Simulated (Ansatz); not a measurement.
# In (R-3m) in Ansatz: a series of runs, part 2 of 2

Ansatz 0.2.0. Earlier steps stand in the parts before.

## (3) Relaxation of cell and atoms, PBEsol+D3(BJ)

input.yaml reads:

```yaml
crystal:
  lattice:
    - [1.6696368166, 0.9639652655, 8.20746325]
    - [-1.6696368166, 0.9639652655, 8.20746325]
    - [0.0, -1.927930531, 8.20746325]
  atoms:
    - { symbol: In, position: [0.22198776, 0.22198776, 0.22198776] }
    - { symbol: In, position: [0.77801224, 0.77801224, 0.77801224] }
    - { symbol: In, position: [0.0, 0.0, 0.0] }
hamiltonian:
  xc: pbesol
  pseudopotentials: { kind: paw }
  dispersion: d3bj
kpoints:
  mp_grid: { grid: [9, 9, 9] }
scf:
  occupations: { method: fermi_dirac, width: 0.05 }
output:
  forces: true
  stress: true
  eigenvalues: true
relax:
  f_tol: 0.01
  max_steps: 40
  cell: { stress_tol: 0.05 }
```

Potentials or basis: Ansatz PAW.

Run with:

```sh
> ansatz run input.yaml --threads 2 --pin off --max-ram 5632MiB --backend cpu --events-out ev --progress --plain --runs-dir out
```

The log of the run:

```text
Warning: RAYON_NUM_THREADS=2 ignored (pool sized by the plan → 2); use --threads N
basis.fft_grid_basis auto: the FFT boxes are laid along the combinations [[1, 0, -1], [0, 1, -1], [0, 0, 1]] of the cell's own vectors, 3.339, 3.339 and 8.431 Å long. The dense box has 24×24×60 points. Along the cell's own vectors, as sized, it would have 60×60×60, 6.25 times as many. Of the 12 symmetry operations that the crystal satisfies within crystal.symmetry.tolerance (time reversal apart; of a slab, those that keep its plane) the dense box along the cell's own vectors carries 12, and the one as laid loses 8 of those. basis.fft_grid_basis: typed keeps the cell's own vectors: state it where this run's energies or levels are differenced outside the engine with another run's, or held beside a run that keeps those vectors.
Engine: ansatz 0.2.0, aarch64-unknown-linux-gnu
Pseudopotentials: kind: paw
Pseudopotential: In, paw, valence charge 13, recommended cutoff 420 eV (normal), In.paw.azcp
Functional definition: PBEsol
  exchange = pbesol_x
  correlation = pbesol_c
Crystal: 3 atoms, lattice volume = 79.258 Å³
Basis set: ecut = 420 eV, 1569 PW (Γ), FFT grids on a1−a3, a2−a3, a3, exchange–correlation on 48×48×120 points (8 copies of the dense FFT grid, shifted against one another)
Bands: 24, of which v1, the nominal top of the filled ones, is band 20 counted from 1 (19 counted from 0)
Symmetry: 12 space group operations
Space group: R-3m (ITA 166), of the structure as read, at distance tolerance 4.3e-5 Å
k-points: 85 of 729
[... 89 lines left out ...]
  atom   2  In     0.00000000    -0.00000000     0.00319284
  atom   3  In    -0.00000000    -0.00000000     0.00000000
  max |Σ_I F_I| component: 9.25e-18 eV/Å
--- Stress (GPa, compression-positive) ---
       -0.003131      -0.000000       0.000000
       -0.000000      -0.003131      -0.000000
        0.000000      -0.000000       0.001445
  P = ⅓ Tr σ = -0.0016 GPa (-0.016 kbar)
--- Band table (eV; the first three rows and the last of 85) ---
  k-point 0: bands = ["-3.5811", "-3.5653", "-3.5238", "-3.5238", "-3.4830", "-3.4723", "-3.4723", "-3.4656", "-3.4656", "-3.3651", "-3.3651", "-3.1788", "-3.1788", "-3.1724", "-3.1724", "1.0477", "3.7964", "3.8291", "12.1241", "12.1577", "20.0224", "20.0224", "20.1118", "20.1118"]
  k-point 1: bands = ["-3.5781", "-3.5669", "-3.5270", "-3.4949", "-3.4947", "-3.4575", "-3.4420", "-3.4394", "-3.4326", "-3.3746", "-3.3689", "-3.2167", "-3.1872", "-3.1761", "-3.1698", "1.3012", "3.8648", "4.2818", "11.9749", "12.7649", "17.2698", "18.1770", "18.7782", "19.3222"]
  k-point 2: bands = ["-3.6320", "-3.5978", "-3.5201", "-3.4902", "-3.4750", "-3.4617", "-3.4330", "-3.3675", "-3.3372", "-3.3347", "-3.3204", "-3.2511", "-3.2182", "-3.1705", "-3.1620", "2.0731", "4.4357", "5.2637", "12.2467", "13.6908", "13.7887", "15.1147", "17.3488", "17.6016"]
  k-point 84: bands = ["-3.5993", "-3.5469", "-3.5193", "-3.5057", "-3.4880", "-3.4607", "-3.4551", "-3.4539", "-3.4328", "-3.3252", "-3.3187", "-3.2796", "-3.2662", "-3.1558", "-3.1153", "1.9281", "2.0307", "7.2794", "7.8779", "17.0439", "17.9287", "18.3751", "18.4105", "18.9466"]
--- Relaxed structure (4 steps of the walk, 4 accepted, 1 SCFs on fresh bases) ---
  F+E_penalty+E_count = -16577.32154428 eV   max|allowed force component| = 3.193e-3 eV/Å   (the final SCF, on the basis selected at the relaxed cell)
  cell:  # Å, volume = 73.0856 Å³
    - [1.6441091115109263, 0.949226838107949, 7.805125962628575]
    - [-1.6441091115109263, 0.949226838107949, 7.805125962628575]
    - [-3.9066844502681927e-17, -1.898453676215898, 7.805125962628575]
  atoms:
    - { symbol: In, position: [0.22189622040622928, 0.22189622040622928, 0.22189622040622928] }
    - { symbol: In, position: [0.7781037795937706, 0.7781037795937706, 0.7781037795937706] }
    - { symbol: In, position: [1.9172625682559901e-34, -4.715375781712708e-34, 2.1528093984119288e-34] }
```

Wall time 20 s (2 threads of Arm Neoverse V2, shared host); peak memory 0.43 GiB.

Results:

```
Free energy                            : -16577.3215 eV
Relaxed volume                         : 24.36 Å³/atom
Relaxed cell                           : a = 8.033 Å, b = 8.033 Å, c = 8.033 Å, α = 23.62°, β = 23.62°, γ = 23.62°
Space group after relaxing (to 0.05 Å) : R-3m (No. 166)
Energy gained by relaxing              : 25.0 meV/atom
Ionic steps                            : 5
Pressure after relaxing                : 0.0 GPa
Largest force after relaxing           : 0.003 eV/Å
Band gap on the k mesh                 : none (metal or under the smearing width)
```

Forces on the atoms (eV/Å):
```
In   0.000  0.000 -0.003
In   0.000  0.000  0.003
In   0.000  0.000  0.000
```

Step by step:
```tsv
step	energy change (eV)	largest force (eV/Å)	volume (Å³)
1	0.0000	0.0239	79.26
2	-0.0724	0.0300	72.88
3	-0.0748	0.0091	73.02
4	-0.0763	0.0032	73.09
5	-0.0749	0.0032	73.09
```

Final structure:
```
In
1.0
     1.64411    0.94923    7.80513
    -1.64411    0.94923    7.80513
     0.00000   -1.89845    7.80513
In
3
Direct
  0.22190 0.22190 0.22190
  0.77810 0.77810 0.77810
  0.00000 0.00000 0.00000
```

Levels at points of the mesh, in eV from the Fermi level:
```tsv
k point	band 16	band 17	band 18	band 19	band 20	band 21	band 22	band 23
(0.00, 0.00, 0.00)	-10.08	-7.33	-7.30	1.00	1.03	8.90	8.90	8.99
```

Caveat: the plane-wave basis is chosen anew once the cell has moved, so the energies of steps on either side of that aren't comparable; pairwise dispersion overbinds metals, which lowers pressure and volume; the PAW data sets come from PBE, with cores solved anew for the run's functional, which leaves a small shift of forces and pressure.

## (4) Relaxation of cell and atoms, PBEsol+D3(BJ)-ATM

Changes to input.yaml since step 3:

```diff
@@ -12,3 +12,3 @@
   pseudopotentials: { kind: paw }
-  dispersion: d3bj
+  dispersion: d3bjatm
 kpoints:
```

Potentials or basis: Ansatz PAW.

Run with:

```sh
> ansatz run input.yaml --threads 2 --pin off --max-ram 5632MiB --backend cpu --events-out ev --progress --plain --runs-dir out
```

The log of the run:

```text
Warning: RAYON_NUM_THREADS=2 ignored (pool sized by the plan → 2); use --threads N
basis.fft_grid_basis auto: the FFT boxes are laid along the combinations [[1, 0, -1], [0, 1, -1], [0, 0, 1]] of the cell's own vectors, 3.339, 3.339 and 8.431 Å long. The dense box has 24×24×60 points. Along the cell's own vectors, as sized, it would have 60×60×60, 6.25 times as many. Of the 12 symmetry operations that the crystal satisfies within crystal.symmetry.tolerance (time reversal apart; of a slab, those that keep its plane) the dense box along the cell's own vectors carries 12, and the one as laid loses 8 of those. basis.fft_grid_basis: typed keeps the cell's own vectors: state it where this run's energies or levels are differenced outside the engine with another run's, or held beside a run that keeps those vectors.
Engine: ansatz 0.2.0, aarch64-unknown-linux-gnu
Pseudopotentials: kind: paw
Pseudopotential: In, paw, valence charge 13, recommended cutoff 420 eV (normal), In.paw.azcp
Functional definition: PBEsol
[... 109 lines left out ...]
  k-point 2: bands = ["-3.6942", "-3.6605", "-3.5835", "-3.5540", "-3.5404", "-3.5266", "-3.4970", "-3.4335", "-3.4034", "-3.4003", "-3.3870", "-3.3178", "-3.2849", "-3.2383", "-3.2299", "2.0327", "4.3891", "5.2149", "12.1806", "13.6187", "13.7024", "15.0273", "17.2474", "17.5017"]
  k-point 84: bands = ["-3.6615", "-3.6102", "-3.5829", "-3.5696", "-3.5527", "-3.5250", "-3.5191", "-3.5185", "-3.4981", "-3.3916", "-3.3850", "-3.3463", "-3.3331", "-3.2236", "-3.1837", "1.8894", "1.9925", "7.2226", "7.8302", "16.9406", "17.8520", "18.2953", "18.3018", "18.8453"]
--- Relaxed structure (4 steps of the walk, 4 accepted, 1 SCFs on fresh bases) ---
  F+E_penalty+E_count = -16577.26684997 eV   max|allowed force component| = 1.051e-3 eV/Å   (the final SCF, on the basis selected at the relaxed cell)
  cell:  # Å, volume = 73.4279 Å³
    - [1.6472485705353512, 0.9510394056208104, 7.811824142421843]
    - [-1.6472485705353512, 0.9510394056208104, 7.811824142421843]
    - [-3.742883077176717e-17, -1.9020788112416207, 7.811824142421843]
  atoms:
    - { symbol: In, position: [0.22185799217035929, 0.22185799217035929, 0.22185799217035929] }
    - { symbol: In, position: [0.7781420078296408, 0.7781420078296408, 0.7781420078296408] }
    - { symbol: In, position: [-3.7095432656053733e-34, 1.0342274234764652e-35, 5.411667561312337e-34] }
```

Run time: 20 s. Hardware: 2 threads of Arm Neoverse V2, shared host; peak memory 0.43 GiB.

What came out:

```yaml
Free_energy: -16577.2668 eV
Relaxed_volume: 24.48 Å³/atom
Relaxed_cell: a = 8.040 Å, b = 8.040 Å, c = 8.040 Å, α = 23.64°, β = 23.64°, γ = 23.64°
Space_group_after_relaxing_to_0.05_Å: R-3m (No. 166)
Energy_gained_by_relaxing: 22.3 meV/atom
Ionic_steps: 5
Pressure_after_relaxing: 0.0 GPa
Band_gap_on_the_k_mesh: none (metal or under the smearing width)
```

Step by step:
| step | energy change (eV) | largest force (eV/Å) | volume (Å³) |
| --- | --- | --- | --- |
| 1 | 0.0000 | 0.0239 | 79.26 |
| 2 | -0.0644 | 0.0274 | 73.23 |
| 3 | -0.0668 | 0.0080 | 73.36 |
| 4 | -0.0683 | 0.0010 | 73.43 |
| 5 | -0.0670 | 0.0011 | 73.43 |

Final structure:
```
In
1.0
     1.64725    0.95104    7.81182
    -1.64725    0.95104    7.81182
     0.00000   -1.90208    7.81182
In
3
Direct
  0.22186 0.22186 0.22186
  0.77814 0.77814 0.77814
  0.00000 0.00000 0.00000
```

Levels at points of the mesh, in eV from the Fermi level:
```csv
k point,band 17,band 18,band 19,band 20,band 21,band 22
"(0.00, 0.00, 0.00)",-7.30,-7.27,1.01,1.04,8.85,8.85
```

Caveat: the plane-wave basis is chosen anew once the cell has moved, so the energies of steps on either side of that aren't comparable; pairwise dispersion overbinds metals, which lowers pressure and volume; the PAW data sets come from PBE, with cores solved anew for the run's functional, which leaves a small shift of forces and pressure.

## (5) Relaxation of cell and atoms, PBEsol+D4

Changes to input.yaml since step 4:

```diff
@@ -12,3 +12,3 @@
   pseudopotentials: { kind: paw }
-  dispersion: d3bjatm
+  dispersion: d4
 kpoints:
```

Potentials or basis: Ansatz PAW.

Run with:

```sh
> ansatz run input.yaml --threads 2 --pin off --max-ram 5632MiB --backend cpu --events-out ev --progress --plain --runs-dir out
```

The log of the run:

```text
Warning: RAYON_NUM_THREADS=2 ignored (pool sized by the plan → 2); use --threads N
basis.fft_grid_basis auto: the FFT boxes are laid along the combinations [[1, 0, -1], [0, 1, -1], [0, 0, 1]] of the cell's own vectors, 3.339, 3.339 and 8.431 Å long. The dense box has 24×24×60 points. Along the cell's own vectors, as sized, it would have 60×60×60, 6.25 times as many. Of the 12 symmetry operations that the crystal satisfies within crystal.symmetry.tolerance (time reversal apart; of a slab, those that keep its plane) the dense box along the cell's own vectors carries 12, and the one as laid loses 8 of those. basis.fft_grid_basis: typed keeps the cell's own vectors: state it where this run's energies or levels are differenced outside the engine with another run's, or held beside a run that keeps those vectors.
Engine: ansatz 0.2.0, aarch64-unknown-linux-gnu
Pseudopotentials: kind: paw
Pseudopotential: In, paw, valence charge 13, recommended cutoff 420 eV (normal), In.paw.azcp
Functional definition: PBEsol
  exchange = pbesol_x
  correlation = pbesol_c
Crystal: 3 atoms, lattice volume = 79.258 Å³
Basis set: ecut = 420 eV, 1569 PW (Γ), FFT grids on a1−a3, a2−a3, a3, exchange–correlation on 48×48×120 points (8 copies of the dense FFT grid, shifted against one another)
Bands: 24, of which v1, the nominal top of the filled ones, is band 20 counted from 1 (19 counted from 0)
Symmetry: 12 space group operations
Space group: R-3m (ITA 166), of the structure as read, at distance tolerance 4.3e-5 Å
k-points: 85 of 729
Non-local potential: In, projectors of the file, l = 0: 2, l = 1: 2, l = 2: 2, l = 3: 2
PAW form: soft (Blöchl's): semilocal exchange-correlation on the pseudo side does not see the compensation charge
PAW frozen core: In, regenerated for the run's functional, and the local potential with it (the file was generated under x = pbe(κ = 0.804, μ = 0.2195149727645171), c = pbe(β = 0.06672455060314922))
PAW one-centre angular grid: In, 590 points (default); XC on 64 Gauss nodes
Initial density: superposition of atomic densities (neutral atoms: chi_scale 0, normalization atom), corrected by the library's trained network
Initial wavefunctions: pseudopotential atomic-orbital guess
Functional: x = pbesol(κ = 0.804, μ = 0.12345679012345678), c = pbesol(β = 0.046)
SCF iter   1: F=—  HF=-16576.813872 eV  |F-HF|=—  |Δ(HF+E_count)|=         —  Δρ=2.94e-3  dr2=7.48e-3  ethr=1.77e-3  ⟨swp⟩=6.1  Hψ=9134  notcnv=0
preconditioner: auto → Kerker (q_TF=auto, 2.424 Å⁻¹)  [metal: Δε(μ)=0.049 eV  Ē_g=15.056 eV  σ=0.050 eV  W_gap=0.23  n_scr=24 (ndim 8)  ℏωp=26.0 eV  f_vac=0.000  D(μ)=1.80/eV (n_scr^D=4)]
SCF iter   2: F=—  HF=-16576.807126 eV  |F-HF|=—  |Δ(HF+E_count)|=   6.75e-3  Δρ=1.43e-3  dr2=2.22e-3  ethr=1.92e-5  ⟨swp⟩=2.5  Hψ=4325  notcnv=0  defer=9
SCF iter   3: F=—  HF=-16576.806334 eV  |F-HF|=—  |Δ(HF+E_count)|=   7.93e-4  Δρ=5.08e-4  dr2=1.65e-4  ethr=5.69e-6  ⟨swp⟩=2.0  Hψ=3650  notcnv=0  defer=9
SCF iter   4: F=—  HF=-16576.806345 eV  |F-HF|=—  |Δ(HF+E_count)|=   1.10e-5  Δρ=4.51e-4  dr2=1.26e-4  ethr=4.22e-7  ⟨swp⟩=2.0  Hψ=3669  notcnv=0  defer=9
[... 70 lines left out ...]
  E_local      = -3140.877543  (includes V_loc(G=0)·N_el)
  E_nonlocal   = 1102.178853
  E_hartree    = 1230.293755
  E_xc         = -643.286022
  E_vxc        = -302.740660  (∫ρ·V_xc dr)
  E_paw        = -12244.094158  (= ΣΔE_a)
  E_vpaw       = -895.608490  (= ΣTr[D̂ρ^β])
  E_aug_tail   = 0.000076  (compensation charges beyond the density's cutoff)
  E_ewald      = -3607.694367
  E_disp       = -0.660844  (pairwise vdW)
  E_core_change = 0.707707  (= ΣΔE_core)
  E_smearing   = -0.012085  (= −TS)
  E_closure    = 0.000000  (closes the sum)
  Σ components = -16576.845752   (vs F -16576.845752, Δ=0.00e0)
--- Forces (eV/Å), atoms counted from 1 ---
  atom   1  In     0.00000000     0.00000000    -0.00106161
  atom   2  In    -0.00000000    -0.00000000     0.00106161
  atom   3  In     0.00000000     0.00000000    -0.00000000
  max |Σ_I F_I| component: 1.85e-17 eV/Å
--- Stress (GPa, compression-positive) ---
       -0.007393      -0.000000      -0.000000
       -0.000000      -0.007393       0.000000
       -0.000000       0.000000      -0.005509
  P = ⅓ Tr σ = -0.0068 GPa (-0.068 kbar)
--- Band table (eV; the first three rows and the last of 85) ---
  k-point 0: bands = ["-3.8925", "-3.8793", "-3.8428", "-3.8428", "-3.8041", "-3.7949", "-3.7949", "-3.7878", "-3.7878", "-3.6946", "-3.6946", "-3.5175", "-3.5175", "-3.5132", "-3.5132", "0.8698", "3.5579", "3.6038", "11.7421", "11.7860", "19.4911", "19.4911", "19.5897", "19.5897"]
  k-point 1: bands = ["-3.8915", "-3.8812", "-3.8452", "-3.8155", "-3.8149", "-3.7793", "-3.7661", "-3.7633", "-3.7571", "-3.7032", "-3.6981", "-3.5534", "-3.5256", "-3.5156", "-3.5102", "1.1185", "3.6308", "4.0404", "11.6005", "12.3770", "16.8058", "17.6907", "18.2877", "18.8187"]
  k-point 2: bands = ["-3.9430", "-3.9113", "-3.8375", "-3.8090", "-3.7971", "-3.7842", "-3.7567", "-3.6956", "-3.6677", "-3.6645", "-3.6521", "-3.5854", "-3.5533", "-3.5106", "-3.5025", "1.8750", "4.1902", "5.0007", "11.8630", "13.2799", "13.3882", "14.6962", "16.8927", "17.1133"]
  k-point 84: bands = ["-3.9098", "-3.8635", "-3.8382", "-3.8257", "-3.8090", "-3.7834", "-3.7775", "-3.7767", "-3.7583", "-3.6563", "-3.6499", "-3.6131", "-3.6009", "-3.4961", "-3.4586", "1.7321", "1.8358", "6.9394", "7.6176", "16.5826", "17.4495", "17.8850", "17.9281", "18.4618"]
--- Relaxed structure (5 steps of the walk, 5 accepted, 1 SCFs on fresh bases) ---
  F+E_penalty+E_count = -16576.84575221 eV   max|allowed force component| = 1.062e-3 eV/Å   (the final SCF, on the basis selected at the relaxed cell)
  cell:  # Å, volume = 74.8298 Å³
    - [1.6571799250062607, 0.9567732757980076, 7.865831974453374]
    - [-1.6571799250062607, 0.9567732757980076, 7.865831974453374]
    - [-2.9818061943423965e-17, -1.9135465515960153, 7.865831974453374]
  atoms:
    - { symbol: In, position: [0.22178750546138765, 0.22178750546138765, 0.22178750546138765] }
    - { symbol: In, position: [0.7782124945386122, 0.7782124945386122, 0.7782124945386122] }
    - { symbol: In, position: [1.761327285440238e-20, 1.7613272854403433e-20, 1.7613272854402726e-20] }
```

Wall time 24 s (2 threads of Arm Neoverse V2, shared host); peak memory 0.43 GiB.

Results:

```
Free energy                            : -16576.8458 eV
Relaxed volume                         : 24.94 Å³/atom
Relaxed cell                           : a = 8.095 Å, b = 8.095 Å, c = 8.095 Å, α = 23.63°, β = 23.63°, γ = 23.63°
Space group after relaxing (to 0.05 Å) : R-3m (No. 166)
Energy gained by relaxing              : 13.2 meV/atom
Ionic steps                            : 6
Pressure after relaxing                : 0.0 GPa
Band gap on the k mesh                 : none (metal or under the smearing width)
```

The path:
| step | energy change (eV) | largest force (eV/Å) | volume (Å³) |
| --- | --- | --- | --- |
| 1 | 0.0000 | 0.0237 | 79.26 |
| 2 | -0.0369 | 0.0168 | 74.73 |
| 3 | -0.0389 | 0.0053 | 74.71 |
| 4 | -0.0404 | 0.0013 | 74.77 |
| 5 | -0.0405 | 0.0010 | 74.83 |
| 6 | -0.0395 | 0.0011 | 74.83 |

Final structure:
```cif
data_structure
_symmetry_space_group_name_H-M 'P 1'
_symmetry_Int_Tables_number 1
_cell_length_a 8.0952
_cell_length_b 8.0952
_cell_length_c 8.0952
_cell_angle_alpha 23.625
_cell_angle_beta 23.625
_cell_angle_gamma 23.625
_cell_volume 74.83
loop_
_atom_site_label
_atom_site_type_symbol
_atom_site_fract_x
_atom_site_fract_y
_atom_site_fract_z
_atom_site_occupancy
In1 In 0.22179 0.22179 0.22179 1
In2 In 0.77821 0.77821 0.77821 1
In3 In 0.00000 0.00000 0.00000 1
```

Caveat: the plane-wave basis is chosen anew once the cell has moved, so the energies of steps on either side of that aren't comparable; pairwise dispersion overbinds metals, which lowers pressure and volume; the PAW data sets come from PBE, with cores solved anew for the run's functional, which leaves a small shift of forces and pressure.

## (6) Summary

```csv
level,gap on the mesh (eV),pressure (GPa),relaxed volume (Å³/atom)
PBEsol,none,0.0,25.70
PBEsol+D3(BJ),none,0.0,24.36
PBEsol+D3(BJ)-ATM,none,0.0,24.48
PBEsol+D4,none,0.0,24.94
```

Alike in all rows: task relaxation of cell and atoms; potentials or basis Ansatz PAW; no spin polarisation; cell relaxed; k mesh 9 × 9 × 9; cutoff (eV) 420; smearing fermi-dirac 0.05 eV.

Caveats: the plane-wave basis is chosen anew once the cell has moved, so the energies of steps on either side of that aren't comparable; the PAW data sets come from PBE, with cores solved anew for the run's functional, which leaves a small shift of forces and pressure; pairwise dispersion overbinds metals, which lowers pressure and volume (some runs).

Total energies depend on the potentials used, so only differences within one code and one set of settings carry meaning.
